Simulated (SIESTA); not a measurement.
# Pb in SIESTA: convergence with ElectronicTemperature

Input of the first run (ElectronicTemperature 0.5); the others differ in this setting and in those tied to it:

File Pb.fdf:

```
SystemName                      Pb
SystemLabel                     Pb
NumberOfSpecies                 1
NumberOfAtoms                   2
%block ChemicalSpeciesLabel
  1  82 Pb
%endblock ChemicalSpeciesLabel

LatticeConstant                 1.0 Ang
%block LatticeVectors
     3.4800000000     0.0000000000     0.0000000000
    -1.7400000000     3.0137684052     0.0000000000
     0.0000000000     0.0000000000     5.5900000000
%endblock LatticeVectors
AtomicCoordinatesFormat         Fractional
%block AtomicCoordinatesAndAtomicSpecies
     0.6783200000     0.3518530000     0.7463950000  1  Pb
     0.3425190000     0.6872000000     0.2562440000  1  Pb
%endblock AtomicCoordinatesAndAtomicSpecies

%block kgrid.MonkhorstPack
    7   0   0  0.0
    0   7   0  0.0
    0   0   4  0.0
%endblock kgrid.MonkhorstPack
XC.Functional                   GGA
XC.Authors                      RPBE
PAO.BasisSize                   DZP
PAO.EnergyShift                 0.002 Ry
Mesh.Cutoff                     500 Ry
OccupationFunction              FD
ElectronicTemperature           0.5 eV
MaxSCFIterations                120
SCF.MustConverge                false
SCF.Mixer.Method                Pulay
SCF.Mixer.Weight                0.25
SCF.Mixer.History               8
SCF.DM.Tolerance                5.0e-05
SCF.H.Tolerance                 1.0e-03 eV
WriteForces                     true
Charge.Mulliken                 end
```

Potentials or basis: PseudoDojo 0.4 standard (PBE files), DZP (energy shift 0.002 Ry).

Command:

```bash
$ siesta Pb.fdf > Pb.out 2>&1
```

The cell isn't the ideal one: atoms moved at random, drawn with an rms of 0.05 Å.

This isn't the form of Pb at room conditions, which is fcc.

Hardware: 1 thread of Arm Neoverse N1 (shared host).

**Question.** The values tried are 0.5, 0.3, 0.2, 0.1, 0.05, 0.025, 0.01, loosest first. From which on does the energy stay within 1 meV/atom of the tightest run that finished?

**Answer.** From 0.05 on.

```
ElectronicTemperature  energy less the tightest run, at zero smearing (meV/atom)  pressure (GPa)  largest force (eV/Å)  SCF cycles  CPU time (s)  peak memory (GiB)
                  0.5                                                       1.96            7.22                 0.195           8           130               0.34
                  0.3                                                      -0.71            6.56                 0.196           8           130               0.34
                  0.2                                                       0.05            6.35                 0.193           8           130               0.34
                  0.1                                                       1.33            6.16                 0.175           8           130               0.34
                 0.05                                                       0.27            6.08                 0.170           8           130               0.34
                0.025                                                      -0.12            6.07                 0.177           8           130               0.33
                 0.01                                                       0.00            6.07                 0.178           8           130               0.34
```

Against the tightest run, the pressure stays within 0.1 GPa from 0.1 on; the largest force stays within 0.005 eV/Å from 0.025 on. The tightest run that finished is the yardstick and may itself not be fully converged.

Caveat, for the tightest run too: semicore shells carry a single zeta, which can move pressures by several GPa and volumes by a few percent; the potentials were made for another functional, which shifts forces and pressure; the basis of atomic orbitals isn't converged, which shifts pressures, moduli and gaps. Spin-orbit coupling is left out, which matters for the levels of Pb.
